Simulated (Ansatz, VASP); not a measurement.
# ZrC: VASP beside Ansatz

```
Zr C
1.0
     0.00000    2.33463    2.33463
     2.33463    0.00000    2.33463
     2.33463    2.33463    0.00000
Zr C
1 1
Direct
  0.50000 0.50000 0.50000
  0.00000 0.00000 0.00000
```

Alike in both runs: functional PBEsol; k mesh 16 × 16 × 16; occupations fermi-dirac, width 0.15 eV; no spin polarisation.

Ansatz relaxed the structure, and its values are those at the end. VASP's run is a single point on that final structure, the one shown.

|  | VASP | Ansatz |
| --- | --- | --- |
| version | VASP 6.6.1 | Ansatz 0.2.0 |
| potentials or method | VASP PAW PBE potentials, release 64 (Zr_sv, C) | scalar-relativistic, plane waves, PAW |
| plane-wave cutoff (eV) | 520 | 420 |
| valence electrons in the cell | 16 | 16 |

```csv
,VASP,Ansatz,Ansatz less VASP
gap on the k mesh at the Fermi level (eV),none,none,-
pressure (GPa),0.4,0.0,-0.38
```

A gap of «none» marks a metal or a gap that the smearing closes.

Caveats: the PAW data sets were made with another functional, which shifts forces and pressure a little (VASP).
